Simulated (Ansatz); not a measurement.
Input and command of a calculation in Ansatz (plane waves; scalar-relativistic PAW potentials unless the input names others):

```yaml
crystal:
  lattice:
    - [2.7098176807, 0.0, 0.0]
    - [-1.3549088404, 2.3467709511, 0.0]
    - [0.0, 0.0, 15.4745943101]
  atoms:
    - { symbol: Rh, position: [0.0, 0.0, -0.0003644784] }
    - { symbol: Rh, position: [0.3333333333, 0.6666666667, 0.1430018729] }
    - { symbol: Rh, position: [0.0, 0.0, 0.2857142857] }
    - { symbol: Rh, position: [0.6666666667, 0.3333333333, 0.4284266985] }
    - { symbol: Rh, position: [0.0, 0.0, 0.5717930499] }
    - { symbol: Rh, position: [0.3333333333, 0.6666666667, 0.7142528552] }
    - { symbol: Rh, position: [0.6666666667, 0.3333333333, 0.8571757162] }
basis:
  ecutwfc: 420
kpoints:
  mp_grids: { grid: [18, 18, 3] }
hamiltonian:
  xc: pbe
scf:
  occupations: { method: gaussian, width: 0.1 }
  max_iter: 80
output:
  forces: true
  eigenvalues: true
  stress: true
```

```bash
ansatz run input.yaml --threads 1 --pin off --max-ram 2560MiB --backend cpu --events-out ev --progress --plain --runs-dir out
```

**Question.** Will this input run?

**Answer.** The program refuses it, because of a misspelt key (the key kpoints.mp_grid typed as mp_grids). With the key spelt rightly it is accepted.

Abridged log:
```
Error: YAML parse error: error: line 17 column 3: unknown field `mp_grids`, expected one of mp_grid, list, band_path, initial_grid, further_shifts
  --> <input>:17:3
   |
15 |   ecutwfc: 420
16 | kpoints:
17 |   mp_grids: { grid: [18, 18, 3] }
   |   ^ unknown field `mp_grids`, expected one of mp_grid, list, band_path, initial_grid, further_shifts
18 | hamiltonian:
19 |   xc: pbe
   |
```